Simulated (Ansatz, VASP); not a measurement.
# One calculation of Fe, two programs

```
CELL_PARAMETERS angstrom
-1.37853 1.37853 1.37853
1.37853 -1.37853 1.37853
1.37853 1.37853 -1.37853
ATOMIC_POSITIONS crystal
Fe 0.00000 0.00000 0.00000
```

Alike in both runs: task single point; functional PBE; k mesh 22 × 22 × 22; occupations gaussian, width 0.05 eV; no spin polarisation.

|  | VASP | Ansatz |
| --- | --- | --- |
| version | VASP 6.6.1 | Ansatz 0.2.0 |
| potentials or method | VASP PAW PBE potentials, release 64 (Fe) | scalar-relativistic, plane waves, PAW |
| plane-wave cutoff (eV) | 520 | 420 |
| valence electrons in the cell | 8 | 16 |

|  | VASP | Ansatz | Ansatz less VASP |
| --- | --- | --- | --- |
| gap on the k mesh at the Fermi level (eV) | none | none | - |
| pressure (GPa) | -0.3 | 0.3 | +0.59 |

A gap of «none» marks a metal or a gap that the smearing closes. The two sets of potentials don't hold the same shells in valence.

Caveats: the run has no spin polarisation, though such a crystal can be magnetic. Spin polarisation is off, so any magnetic state and its effect on volume and gap are missing.
